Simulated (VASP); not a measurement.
# MoS2 in VASP: relaxation of cell and atoms with PBEsol+D3(BJ)

Aim: the relaxation of cell and atoms of MoS2 with PBEsol+D3(BJ).

Program: VASP 6.6.1. These are calculated values, not measurements. Logs are shortened: lines on timing, memory, paths and dates and some standing lists are left out, and cuts for length are marked.

## (1) The structure

The cell holds a sheet with vacuum, 3 atoms: a = 3.170 Å, b = 3.170 Å, c = 19.120 Å, α = 90.00°, β = 90.00°, γ = 120.00°.

The cell was built by a generator and needn't be a form met in nature.

## (2) Relaxation of cell and atoms, PBEsol+D3(BJ)

Input file INCAR:

```
SYSTEM = MoS2
  ALGO = Normal
  EDIFF = 1E-7
  EDIFFG = -0.005
  ENCUT = 600
  GGA = PS
  IBRION = 2
  ISIF = 3
  ISMEAR = 0
  IVDW = 12
  KPAR = 4
  LASPH = .TRUE.
  LATTICE_CONSTRAINTS = .TRUE. .TRUE. .FALSE.
  LCHARG = .FALSE.
  LREAL = .FALSE.
  LWAVE = .FALSE.
  NELM = 120
  NSW = 60
  PREC = Accurate
  SIGMA = 0.03
```

Input file KPOINTS:

```
k-points
0
G
  12 12 1
  0 0 0
```

Input file POSCAR:

```
MoS2
1.0
    3.1700000000      0.0000000000      0.0000000000
   -1.5850000000      2.7453005300      0.0000000000
    0.0000000000      0.0000000000     19.1200000000
S Mo
2 1
Direct
    0.6666670000      0.3333330000      0.4184100400
    0.6666670000      0.3333330000      0.5815899600
    0.3333330000      0.6666670000      0.5000000000
```

Potentials or basis: VASP PAW PBE potentials, release 64 (S, Mo_sv).

On the command line:

```console
> cat potpaw_PBE.64/S/POTCAR potpaw_PBE.64/Mo_sv/POTCAR > POTCAR
> mpirun -np 4 vasp_std > vasp.out
```

OUTCAR:

```text
SYSTEM = MoS2
   EDIFF = 1E-7
   EDIFFG = -0.005
   ENCUT = 600
   GGA = PS
   IBRION = 2
   ISIF = 3
   ISMEAR = 0
   IVDW = 12
   LASPH = .TRUE.
   LREAL = .FALSE.
   NELM = 120
   NSW = 60
   PREC = Accurate
 IVDW          = 12

 ion  position               nearest neighbor table
   1  0.667  0.333  0.418-   3 2.40   3 2.40   3 2.40
   2  0.667  0.333  0.582-   3 2.40   3 2.40   3 2.40
   3  0.333  0.667  0.500-   1 2.40   2 2.40   1 2.40   2 2.40   1 2.40   2 2.40

  LATTYP: Found a hexagonal cell.
 ALAT       =     3.1700000000
 C/A-ratio  =     6.0315457413

  Lattice vectors:

 A1 = (   3.1700000000,   0.0000000000,   0.0000000000)
 A2 = (  -1.5850000000,   2.7453005300,   0.0000000000)
 A3 = (   0.0000000000,   0.0000000000,  19.1200000000)

Analysis of symmetry for initial positions (statically):
=====================================================================
 Subroutine PRICEL returns:
 Original cell was already a primitive cell.

 Routine SETGRP: Setting up the symmetry group for a
 hexagonal supercell.

 Subroutine GETGRP returns: Found 12 space group operations
 (whereof 12 operations were pure point group operations)
 out of a pool of 24 trial point group operations.

The static configuration has the point symmetry D_3h.

Analysis of symmetry for dynamics (positions and initial velocities):
=====================================================================
 Subroutine PRICEL returns:
 Original cell was already a primitive cell.

 Routine SETGRP: Setting up the symmetry group for a
 hexagonal supercell.

 Subroutine GETGRP returns: Found 12 space group operations
 (whereof 12 operations were pure point group operations)
 out of a pool of 24 trial point group operations.

The dynamic configuration has the point symmetry D_3h.

 Subroutine INISYM returns: Found 12 space group operations
 (whereof 12 operations are pure point group operations),
 and found     1 'primitive' translations

----------------------------------------------------------------------------------------

                                     Primitive cell

  volume of cell :     166.3938

  direct lattice vectors                    reciprocal lattice vectors
     3.170000000  0.000000000  0.000000000     0.315457413  0.182129422  0.000000000
    -1.585000000  2.745300530  0.000000000     0.000000000  0.364258845  0.000000000
     0.000000000  0.000000000 19.120000000     0.000000000  0.000000000  0.052301255

  length of vectors
     3.170000000  3.170000000 19.120000000     0.364258845  0.364258845  0.052301255

  position of ions in fractional coordinates (direct lattice)
     0.666667000  0.333333000  0.418410040
     0.666667000  0.333333000  0.581589960
     0.333333000  0.666667000  0.500000000

  ion indices of the primitive-cell ions
   primitive index   ion index
                 1           1
                 2           2
                 3           3

----------------------------------------------------------------------------------------

 KPOINTS: k-points

Automatic generation of k-mesh.
 Grid dimensions read from file:
 generate k-points for:   12   12    1

 Generating k-lattice:

  Cartesian coordinates                     Fractional coordinates (reciprocal lattice)
     0.026288118  0.015177452  0.000000000     0.083333333  0.000000000  0.000000000
     0.000000000  0.030354904  0.000000000     0.000000000  0.083333333  0.000000000
     0.000000000  0.000000000  0.052301255     0.000000000  0.000000000  1.000000000

  Length of vectors
     0.030354904  0.030354904  0.052301255

  Shift w.r.t. Gamma in fractional coordinates (k-lattice)
     0.000000000  0.000000000  0.000000000

 Subroutine IBZKPT returns following result:
 ===========================================

 Found     19 irreducible k-points:

 Following reciprocal coordinates:
            Coordinates               Weight
  0.000000  0.000000  0.000000      1.000000
  0.083333  0.000000  0.000000      6.000000
  0.166667 -0.000000  0.000000      6.000000
  0.250000 -0.000000  0.000000      6.000000
  0.333333 -0.000000  0.000000      6.000000
  0.416667 -0.000000  0.000000      6.000000
[... 11 lines left out ...]
  0.333333  0.250000  0.000000     12.000000
  0.333333  0.333333  0.000000      2.000000
   k-points           NKPTS =     19   k-points in BZ     NKDIM =     19   number of bands    NBANDS=     17
   number of dos      NEDOS =    301   number of ions     NIONS =      3
   total plane-waves  NPLWV = 125440
   dimension x,y,z NGX =    28 NGY =   28 NGZ =  160
   dimension x,y,z NGXF=    56 NGYF=   56 NGZF=  320
   ions per type =               2   1
   NGX,Y,Z   is equivalent  to a cutoff of  14.68, 14.68, 13.91 a.u.
   NGXF,Y,Z  is equivalent  to a cutoff of  29.37, 29.37, 27.82 a.u.
 SYSTEM =  MoS2
   PREC   = accura    normal or accurate (medium, high low for compatibility)
   ISTART =      0    job   : 0-new  1-cont  2-samecut
   ICHARG =      2    charge: 1-file 2-atom 10-const
   ISPIN  =      1    spin polarized calculation?
   LNONCOLLINEAR =      F non collinear calculations
   LSORBIT =      F    spin-orbit coupling
   LASPH  =      T    aspherical Exc in radial PAW
   ENCUT  =  600.0 eV  44.10 Ry    6.64 a.u.   6.33  6.33 38.19*2*pi/ulx,y,z
   NELM   =    120;   NELMIN=  2; NELMDL= -5     # of ELM steps
   EDIFF  = 0.1E-06   stopping-criterion for ELM
   LREAL  =      F    real-space projection
   EDIFFG = -.5E-02   stopping-criterion for IOM
   NSW    =     60    number of steps for IOM
   IBRION =      2    ionic relax: 0-MD 1-quasi-New 2-CG
   NFREE  =      1    steps in history (QN), initial steepest desc. (CG)
   ISIF   =      3    stress and relaxation
   ISYM   =      2    0-nonsym 1-usesym 2-fastsym
   POTIM  = 0.5000    time-step for ionic-motion
   TEBEG  =    0.0;   TEEND  =   0.0 temperature during run
   PSTRESS=    0.0 pullay stress
   NELECT =      26.0000    total number of electrons
   NUPDOWN=      -1.0000    fix difference up-down
   EMIN   =  10.00;   EMAX   =-10.00  energy-range for DOS
   EFERMI =   0.00;   METHOD = LEGACY
   ISMEAR =     0;   SIGMA  =   0.03  broadening in eV -4-tet -1-fermi 0-gaus
   EFERMI_NEDOS =   21; number of points for ismear=-14 and -15
   IALGO  =     38    algorithm
   IMIX   =      4    mixing-type and parameters
     AMIX     =   0.40;   BMIX     =  1.00
     AMIX_MAG =   1.60;   BMIX_MAG =  1.00
  volume/ion in A,a.u.               =      55.46       374.29
  Fermi-wavevector in a.u.,A,eV,Ry     =   0.881767  1.666297 10.578695  0.777512
  Thomas-Fermi vector in A             =   2.002307
   LORBIT       =      0    0 simple, 1 ext, 2 COOP (PROOUT), +10 PAW based schemes
   GGA     = PS    functional components
   LHFCALC =     F    Hartree Fock is set to
   AEXX    =    0.0000 exact exchange contribution
   IVDW    =    12    specifies the selected vdW correction
   LEPSILON=     F    determine dielectric tensor
   LRPA    =     F    only Hartree local field effects (RPA)
 conjugate gradient relaxation of ions
 non-spin polarized calculation
 Gauss-broadening in eV      SIGMA  =   0.03
  energy-cutoff  :      600.00
  volume of cell :      166.39
 maximum number of plane-waves:      5587
 NGX is ok and might be reduce to    28
   NGX = 13   NGY = 13   NGZ = 77

--------------------------------------- Ionic step        1  -------------------------------------------

 number of electron      25.9999999 magnetization

 Free energy of the ion-electron system (eV)
  ---------------------------------------------------
  ext. energy  EPLUGINS =         0.00000000
  ---------------------------------------------------
  free energy    TOTEN  =       -23.41568577 eV

  energy without entropy =      -23.41568577  energy(sigma->0) =      -23.41568577

------------------------ aborting loop because EDIFF is reached ----------------------------------------

 Edisp (eV)   -0.72579

 E8    (eV) :    -0.4752

  FORCE on cell =-STRESS in cart. coord.  units (eV):
  Direction    XX          YY          ZZ          XY          YZ          ZX
  --------------------------------------------------------------------------------------
  -------------------------------------------------------------------------------------
  Total      -1.84535    -1.84535    -0.88008     0.00000    -0.00000     0.00000
  in kB     -17.76852   -17.76852    -8.47413     0.00000    -0.00000     0.00000
  external pressure =      -14.67 kB  Pullay stress =        0.00 kB

 VOLUME and BASIS-vectors are now :
 -----------------------------------------------------------------------------
  energy-cutoff  :      600.00
  volume of cell :      166.39
      direct lattice vectors                 reciprocal lattice vectors
     3.170000000  0.000000000  0.000000000     0.315457413  0.182129422  0.000000000
    -1.585000000  2.745300530  0.000000000     0.000000000  0.364258845  0.000000000
     0.000000000  0.000000000 19.120000000     0.000000000  0.000000000  0.052301255
[... 288 lines left out ...]
 POSITION                                       TOTAL-FORCE (eV/Angst)
 -----------------------------------------------------------------------------------
      1.55882      0.89998      7.99581        -0.000000      0.000000      0.007875
      1.55882      0.89998     11.12419        -0.000000      0.000000     -0.007875
     -0.00000      1.79997      9.56000         0.000000     -0.000000      0.000000
 -----------------------------------------------------------------------------------
    total drift:                                0.001277     -0.000738      0.000000

  FREE ENERGIE OF THE ION-ELECTRON SYSTEM (eV)
  ---------------------------------------------------
  free  energy   TOTEN  =       -24.1720212631 eV

  energy  without entropy=      -24.1720212631  energy(sigma->0) =      -24.17202126

--------------------------------------- Ionic step        9  -------------------------------------------

 number of electron      26.0000001 magnetization

 Free energy of the ion-electron system (eV)
  ---------------------------------------------------
  ext. energy  EPLUGINS =         0.00000000
  ---------------------------------------------------
  free energy    TOTEN  =       -23.42078588 eV

  energy without entropy =      -23.42078588  energy(sigma->0) =      -23.42078588

 E-fermi :  -1.5432     XC(G=0):  -4.0775

 val. band max:       -1.6962548699   @ k =   0.3333   0.3333   0.0000
 cond. band min:       0.2051316545   @ k =   0.3333   0.3333   0.0000
 fundamental gap:      1.9013865244
 Fermi energy:        -1.5431522623

 k-point     1 :       0.0000    0.0000    0.0000
  band No.  band energies     occupation
      1     -62.3789      2.00000
      2     -36.6101      2.00000
      3     -36.3138      2.00000
      4     -36.3138      2.00000
      5     -16.0020      2.00000
      6     -14.6441      2.00000
[... 9 lines left out ...]
     16       1.5182      0.00000
     17       1.5182      0.00000
[... 384 lines left out ...]
 POSITION                                       TOTAL-FORCE (eV/Angst)
 -----------------------------------------------------------------------------------
      1.55835      0.89971      7.99596         0.000000      0.000000     -0.001256
      1.55835      0.89971     11.12404         0.000000      0.000000      0.001256
     -0.00000      1.79943      9.56000        -0.000000     -0.000000      0.000000
 -----------------------------------------------------------------------------------
    total drift:                                0.001277     -0.000737      0.000000

  FREE ENERGIE OF THE ION-ELECTRON SYSTEM (eV)
  ---------------------------------------------------
  free  energy   TOTEN  =       -24.1720338560 eV

  energy  without entropy=      -24.1720338560  energy(sigma->0) =      -24.17203386

 reached required accuracy - stopping structural energy minimisation
```

Wall time 2.4 min (4 MPI ranks of Intel Xeon Platinum 8488C (Sapphire Rapids), shared host); peak memory 0.41 GiB.

Results:

- Free energy: -24.1720 eV
- Relaxed volume: 53.62 Å³/atom
- Relaxed cell: a = 3.117 Å, b = 3.117 Å, c = 19.120 Å, α = 90.00°, β = 90.00°, γ = 120.00°
- Space group after relaxing (to 0.05 Å): P-6m2 (No. 187)
- Energy gained by relaxing: 10.2 meV/atom
- Ionic steps: 9
- Band gap on the k mesh: 1.90 eV, direct
- Dispersion energy per atom: -0.250 eV

The path:
```tsv
step	energy change (eV)	largest force (eV/Å)	pressure (GPa)	volume (Å³)
1	0.0000	0.2727	-1.47	166.39
2	0.0068	0.6640	2.07	156.66
3	-0.0288	0.1502	0.09	161.69
4	-0.0288	0.1590	0.13	161.60
5	-0.0303	0.0643	0.06	161.09
6	-0.0306	0.0043	0.01	160.77
7	-0.0306	0.0074	0.02	160.78
8	-0.0305	0.0079	-0.04	160.94
9	-0.0306	0.0013	-0.01	160.85
```

Final structure:
```yaml
crystal:
  lattice:
    - [3.11670, 0.00000, 0.00000]
    - [-1.55835, 2.69915, 0.00000]
    - [0.00000, 0.00000, 19.12000]
  atoms:
    - { symbol: S, position: [0.66667, 0.33333, 0.41820] }
    - { symbol: S, position: [0.66667, 0.33333, 0.58180] }
    - { symbol: Mo, position: [0.33333, 0.66667, 0.50000] }
```

Caveat: the PAW data sets were made with another functional, which shifts forces and pressure a little.
